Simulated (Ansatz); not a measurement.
A 2-atom cell of GaP started from a crystallographic database, relaxed with r2SCAN, was run in the plane-wave code Ansatz under altered settings. All numbers are computed, without spin polarisation but where a row says otherwise.

```xyz
2
Lattice="0.0000 2.7254 2.7254 2.7254 0.0000 2.7254 2.7254 2.7254 0.0000" Properties=species:S:1:pos:R:3 pbc="T T T"
Ga    0.0000    0.0000    0.0000
P     1.3627    1.3627    1.3627
```

The base run's other keys:
```yaml
kpoints:
  mp_grid: { grid: [4, 4, 4] }
hamiltonian:
  xc: hse06
scf:
  occupations: { method: fixed }
  n_extra_bands: 4
```

It takes 14 iterations with 749 plane waves at 420 eV and 8 k points, and leaves a mean stress of +1.13 GPa. The gap over this mesh is 2.305 eV.

Outcomes, with energy and stress as changes against the base:
```
                                 setting            outcome  ΔF (meV/atom)  Δ mean stress (GPa)  gap on the mesh (eV)  iterations
                      hamiltonian.xc: hf          converged              –                 +4.8                 7.723          20
                 hamiltonian.xc: lc_wpbe          converged              –                 -4.6                 6.737          14
  PBE hybrid, exx coeff 0.35, unscreened          converged              –                 -1.0                 3.559          15
PBE hybrid, exx coeff 1.0, omega 0.5 1/Å          converged              –                 -1.4                 2.811          17
magnetization.initial_magnetization: 0.5            refused              –                    –                     –           –
                      basis.ecutwfc: 250  converged, warned           +701                 +0.2                 2.322          15
```
A dash marks a value that wasn't obtained or can't be compared. Stress is positive in compression.

- hamiltonian.xc: hf. The mean stress moves by +4.8 GPa and the gap on the mesh by +5.418 eV (to 7.723). It's another functional on the same cell, so totals aren't comparable.
- hamiltonian.xc: lc_wpbe. The mean stress moves by -4.6 GPa and the gap on the mesh by +4.432 eV (to 6.737). It's another functional on the same cell, so totals aren't comparable.
- PBE hybrid, exx coeff 0.35, unscreened. That is 35 % exact exchange, at all ranges, against HSE06's 25 % screened at 0.208 1/Å. The mean stress moves by -1.0 GPa and the gap on the mesh by +1.255 eV (to 3.559). Totals of different functionals aren't comparable.
- magnetization.initial_magnetization: 0.5. It is rejected at once. Error: inconsistent input (scf.occupations.method, magnetization): a σ = 0 step fill (method: fixed, or a smearing width below the step floor) with no hard lock on the total moment puts the same N_el/2 bands in each spin channel, which gives a total moment of zero, but the starting moments sum to +0.5000 μB […]
- basis.ecutwfc: 250. 339 plane waves in place of 749. The free energy moves by +701 meV an atom, the mean stress by +0.2 GPa and the gap on the mesh by +0.018 eV (to 2.322). The basis is too small: these are errors of the cutoff. Warned: cutoff below recommended.

The stress of a hybrid is loosely converged in these runs.

The meshes of the hybrids are coarse, so their gaps aren't converged to the digits shown.
